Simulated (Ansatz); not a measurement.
Computed with DFT PBE, scalar-relativistic, plane waves, PAW (Ansatz 0.2.0). All cells share a 420 eV cutoff and Γ-centred k meshes spaced at most about 0.3 Å⁻¹ (about 0.25 or finer for metals, 2π included). No spin polarisation.

Each guess is relaxed in cell and atoms at zero pressure, on a coarse mesh first where it starts far from rest and then on a converged one. The steps can't lower the symmetry of the start, but it can rise. Energies are static (0 K, no zero-point motion).

Two unrelaxed guesses for InGa3P4:

A.

```cif
data_structure
_symmetry_space_group_name_H-M 'P-43m'
_symmetry_Int_Tables_number 215
_cell_length_a 5.4434
_cell_length_b 5.4434
_cell_length_c 5.4434
_cell_angle_alpha 90.000
_cell_angle_beta 90.000
_cell_angle_gamma 90.000
_cell_volume 161.29
loop_
_atom_site_label
_atom_site_type_symbol
_atom_site_symmetry_multiplicity
_atom_site_Wyckoff_symbol
_atom_site_fract_x
_atom_site_fract_y
_atom_site_fract_z
_atom_site_occupancy
In1 In 1 b 0.50000 0.50000 0.50000 1
Ga1 Ga 3 d 0.00000 0.00000 0.50000 1
P1 P 4 e 0.75000 0.75000 0.75000 1
```

B.

```cif
data_structure
_symmetry_space_group_name_H-M 'Pm-3m'
_symmetry_Int_Tables_number 221
_cell_length_a 5.4434
_cell_length_b 5.4434
_cell_length_c 5.4434
_cell_angle_alpha 90.000
_cell_angle_beta 90.000
_cell_angle_gamma 90.000
_cell_volume 161.29
loop_
_atom_site_label
_atom_site_type_symbol
_atom_site_symmetry_multiplicity
_atom_site_Wyckoff_symbol
_atom_site_fract_x
_atom_site_fract_y
_atom_site_fract_z
_atom_site_occupancy
In1 In 1 b 0.50000 0.50000 0.50000 1
Ga1 Ga 3 d 0.00000 0.00000 0.50000 1
P1 P 3 c 0.50000 0.50000 0.00000 1
P2 P 1 a 0.00000 0.00000 0.00000 1
```

Task: Do they relax into the same structure? If not, which is lower?

Result: No. A ends lower, by 0.39 eV/atom. A: P-43m at 20.2 Å³/atom → P-43m at 22.2 Å³/atom; B: Pm-3m at 20.2 Å³/atom → Pm-3m at 18.3 Å³/atom. Counting P atoms around Ga and In (those within 1.25 times the shortest such distance or 1.15 times the sum of covalent radii, 1.27 where that leaves under three), the end of A has In 4, Ga 4 and the end of B has In 6, Ga 6. End of A. Conventional cell: a = 5.621 Å. Around In lie 4 P at 2.53 Å; Ga has 4 P at 2.40 Å; P has 3 Ga at 2.40 Å and 1 In at 2.53 Å. End of B. Conventional cell: a = 5.273 Å. Around In lie 6 P at 2.64 Å; around Ga lie 6 P at 2.64 Å; P on a site of symmetry 4/mmm is surrounded by 2 In at 2.64 Å and 4 Ga at 2.64 Å; 1 more site not described.

Cells without such a test can be saddle points. Shaken at random and relaxed again, the end of A came back. Neither end is the lowest form computed: that has In and Ga ordered on zinc blende sites, space group I-42m (No. 121) and lies 8 meV/atom below the better end. Some structure types and database cells were kept out of the candidates from the start, so a known form may be missing.
